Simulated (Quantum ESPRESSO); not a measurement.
A calculation with Quantum ESPRESSO 7.5 of Se (ASE script, structure from a P1 CIF):

Contents of run.py:

```python
import numpy as np
from ase.calculators.espresso import Espresso, EspressoProfile
from ase.io import read

atoms = read('Se.cif')

input_data = {
    'control': {'calculation': 'scf', 'prefix': 'pwscf', 'outdir': './tmp', 'tprnfor': True, 'tstress': True, 'disk_io': 'nowf'},
    'system': {'ecutwfc': 55.0, 'ecutrho': 440.0, 'nbnd': 12, 'occupations': 'smearing', 'smearing': 'fd', 'degauss': 0.00367493},
    'electrons': {'conv_thr': 4e-10, 'electron_maxstep': 120, 'mixing_beta': 0.5},
}
pseudopotentials = {'Se': 'Se_pbe_v1.uspp.F.UPF'}
profile = EspressoProfile(command='pw.x', pseudo_dir='pseudo')
dft = Espresso(profile=profile, input_data=input_data, pseudopotentials=pseudopotentials, kpts=(8, 8, 8), koffset=(0, 0, 0))
atoms.calc = dft

print(f'energy {atoms.get_potential_energy():.8f} eV')
print('forces (eV/A)')
print(np.round(atoms.get_forces(), 6))
print('stress (eV/A^3, Voigt)')
print(np.round(atoms.get_stress(), 8))
print(f'Fermi level {dft.get_fermi_level():.4f} eV')
```

Contents of Se.cif:

```cif
data_Se
_cell_length_a 3.40689723
_cell_length_b 3.40689723
_cell_length_c 3.40689723
_cell_angle_alpha 90.00000000
_cell_angle_beta 90.00000000
_cell_angle_gamma 90.00000000
_space_group_name_H-M_alt 'P1'
_space_group_name_Hall 'P 1'
_space_group_IT_number 1
loop_
_space_group_symop_operation_xyz
'x,y,z'
loop_
_atom_site_label
_atom_site_type_symbol
_atom_site_symmetry_multiplicity
_atom_site_Wyckoff_symbol
_atom_site_fract_x
_atom_site_fract_y
_atom_site_fract_z
_atom_site_occupancy
Se1 Se 1 a 0.4884972500 0.4993264100 0.4550094600 1
Se2 Se 1 a 0.0115027500 0.0006735900 0.0449905400 1
```

Potentials or basis: SSSP 1.3 efficiency PBE.

Launch:

```sh
$ OMP_NUM_THREADS=1 python run.py
```

This isn't the form of Se at room conditions, which is trigonal, of chains.

Q: Write the same calculation in another form: native input, structure typed inline.

A: As run:

Contents of pw.in:

```
&CONTROL
  calculation = 'scf'
  prefix = 'pwscf'
  outdir = './tmp'
  pseudo_dir = './pseudo'
  tprnfor = .true.
  tstress = .true.
  disk_io = 'nowf'
/
&SYSTEM
  ibrav = 0
  nat = 2
  ntyp = 1
  ecutwfc = 55
  ecutrho = 440
  nbnd = 12
  occupations = 'smearing'
  smearing = 'fd'
  degauss = 0.00367493
/
&ELECTRONS
  conv_thr = 4d-10
  electron_maxstep = 120
  mixing_beta = 0.5
/
ATOMIC_SPECIES
Se    78.9710 Se_pbe_v1.uspp.F.UPF
CELL_PARAMETERS angstrom
   0.0000000000   -3.4068972300    0.0000000000
  -3.4068972300    0.0000000000    0.0000000000
   0.0000000000    0.0000000000   -3.4068972300
ATOMIC_POSITIONS crystal
Se     0.4884972500    0.4993264100    0.4550094600
Se     0.0115027500    0.0006735900    0.0449905400
K_POINTS automatic
8 8 8 0 0 0
```

Potentials or basis: SSSP 1.3 efficiency PBE.

Run with:

```bash
$ OMP_NUM_THREADS=1 pw.x -in pw.in > pw.out
```

Both were run:

|  | ASE script, structure from a P1 CIF | native input, structure typed inline |
| --- | --- | --- |
| Pressure | 4.2 GPa | 4.2 GPa |
| Largest force | 0.486 eV/Å | 0.486 eV/Å |
| Band gap on the k mesh | none (metal or under the smearing width) | none (metal or under the smearing width) |

Keys that steer only the numerical path or the files written may differ.
